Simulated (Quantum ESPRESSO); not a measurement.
CdTe in Quantum ESPRESSO: the effect of functional

CdTe:

```
Te Cd
1.0
     0.00000    3.20500    3.20500
     3.20500    0.00000    3.20500
     3.20500    3.20500    0.00000
Te Cd
1 1
Cartesian
  4.8075 4.8075 4.8075
  0.0000 0.0000 0.0000
```

Alike in all runs:

* Program: Quantum ESPRESSO 7.5
* Task: dielectric tensor
* Cutoff: 612 eV
* Density cutoff: 4898 eV
* k mesh: 6 × 6 × 6, shifted
* Occupations: fermi-dirac, width 0.05 eV
* Spin: no spin polarisation

Problem. One run gave: pressure 7.3 GPa; dielectric constant 8.66 mean. Which functional did it use?
A. BLYP
B. PBEsol
C. LDA
D. AM05
E. WC

Solution. A.

```csv
functional,potentials or basis,pressure (GPa),dielectric constant (mean)
LDA,GBRV 1.5 LDA,0.3,9.29
PBE,GBRV 1.5 PBE,4.5,8.59
PBEsol,GBRV 1.5 PBEsol,2.0,8.91
WC,GBRV 1.5 PBE,2.1,8.98
BLYP,GBRV 1.5 PBE,7.3,8.66
AM05,GBRV 1.5 PBE,2.6,8.66
```

Caveats: the potentials were made for another functional, which shifts forces and pressure (some runs); the cell is more than 3 GPa from zero pressure, which shifts response properties (some runs).
